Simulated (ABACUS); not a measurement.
Runs of ABACUS 3.10.1 on As. Symmetry: R-3m, No. 166, trigonal system. Conventional cell: a = 3.762 Å, b = 3.762 Å, c = 10.542 Å, α = 90.00°, β = 90.00°, γ = 120.00°. Around As (site symmetry 3m) lie 3 As at 2.51 Å. 

```tsv
task	level	potentials or basis	k mesh	cutoff (eV)	SCF threshold on the density	eigensolver	symmetry key	threshold of the eigensolver	path	gap on the mesh (eV)	pressure (GPa)	V0 of scaled cells (Å³/atom)	B0 (GPa)	largest force (eV/Å)
single point	PBE	PseudoDojo NC SR 0.4.1 PBE standard, plane waves	9 × 9 × 9	1143	1e-08	dav	1	-	-	none	3.8	-	-	0.44
equation of state	LDA	PseudoDojo NC SR 0.4.1 LDA standard, plane waves	7 × 7 × 7	1102	1e-08	dav	1	-	-	-	-	21.15	(a)	-
single point	revTPSS	SG15 ONCV 1.2 PBE, plane waves	6 × 6 × 6	1320	1e-08	dav	1	-	-	none	3.6	-	-	0.40
equation of state	revTPSS	SG15 ONCV 1.2 PBE, plane waves	6 × 6 × 6	1320	1e-08	dav	1	-	-	-	-	22.55	70	-
single point	PBE	PseudoDojo NC SR 0.4.1 PBE standard, DZP LCAO (the cutoffs set its grid)	9 × 9 × 9	1361	1e-07	genelpa	1	-	-	none	4.9	-	-	0.67
equation of state	PBE	PseudoDojo NC SR 0.4.1 PBE standard, plane waves	9 × 9 × 9	1143	1e-08	dav	1	-	-	-	-	(b)	68	-
```

Alike in all rows: no spin polarisation; cell as given; smearing fermi-dirac 0.05 eV.

Problem. Fill in the values left out.

Solution. (a) 82; (b) 22.64.

Caveats: the cell was scaled at fixed shape and fractional positions, which overstates the stiffness of a crystal with free parameters, most of all of layers and chains (some runs); the potentials were made for another functional, which shifts forces and pressure (some runs); the atomic orbitals were generated for these runs and aren't a published set (some runs); the basis of atomic orbitals isn't converged, which shifts pressures, moduli and gaps (some runs).

A k mesh can miss the band edges, and the runs leave out spin-orbit coupling on As.

A gap of «none» marks a metal or a gap under the smearing width.

Not every run made on this cell is shown here.
